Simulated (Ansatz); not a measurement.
## TaC: levels with and without spin–orbit coupling

```
Ta C
1.0
     0.00000    2.23390    2.23390
     2.23390    0.00000    2.23390
     2.23390    2.23390    0.00000
Ta C
1 1
Direct
  0.00000 0.00000 0.00000
  0.50000 0.50000 0.50000
```

Atoms are numbered in the order listed.

Structure from Materials Project entry mp-1086 (possibly hypothetical), not relaxed further.

Spin polarisation is left out, and whether a magnetic state lies lower isn't shown here.

Levels of theory: DFT, PBE, all-electron LAPW, scalar-relativistic (Ansatz 0.2.0); DFT, PBE, all-electron LAPW, Dirac equation with spin-orbit coupling (Ansatz 0.2.0).

Settings: a Γ-centred 13×13×13 k mesh, Fermi–Dirac smearing of 0.05 eV, basis error target 1 meV/atom, no spin polarisation.

Levels between -4 and 0 eV, each run counted from its own valence-band top where it has a gap, else its Fermi level. Scalar levels are listed once for both spins; with the coupling every spinor state is counted. Levels near the edges of the range can cross them.

Problem. At Γ (0.000, 0.000, 0.000) the scalar-relativistic levels are -1.33 (×3), -0.49 (×3). What are they with spin–orbit coupling?

Solution. -1.47 (×4), -1.09 (×2), -0.65 (×2), -0.43 (×4).

Problem. At X (0.500, 0.000, 0.500) the scalar-relativistic levels are -1.77 (×2). What are they with spin–orbit coupling?

Solution. -1.95 (×2), -1.54 (×2).
